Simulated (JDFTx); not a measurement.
A run of JDFTx 1.7.0 (patched build):

The input Ga.in:

```
lattice \
    5.1334032230     0.0000000000     0.0000000000 \
    0.0000000000     5.1334032230     0.0000000000 \
    0.0000000000     0.0000000000     5.1334032230
coords-type Lattice
ion Ga     0.0000000000     0.0000000000     0.0000000000 1

ion-species pseudo/Ga.upf
elec-cutoff 40
elec-ex-corr gga-x-am05 gga-c-am05
kpoint-folding 5 5 5
elec-smearing Fermi 0.0018374661
elec-n-bands 12
electronic-SCF nIterations 100 energyDiffThreshold 1e-09
electronic-minimize nIterations 30 energyDiffThreshold 1e-7
forces-output-coords Cartesian
lattice-minimize nIterations 40 energyDiffThreshold 1e-6

dump-name run.$VAR
dump End Ecomponents EigStats BandEigs Kpoints Forces Stress
```

Potentials or basis: SG15-PBE-1.2 with smoothed tails.

Command:

```sh
$ jdftx -c 1 -i Ga.in -o Ga.out
```

Hardware: 1 thread of Arm Neoverse V2, on a shared host.

Question: How long does it take, and how much memory?

Answer: It took 29 s on 1 thread of Arm Neoverse V2, on a shared host, peak memory 0.05 GiB. Counts: scf iterations 97, bands 12, k points 10, plane waves 1636, ion steps 5.
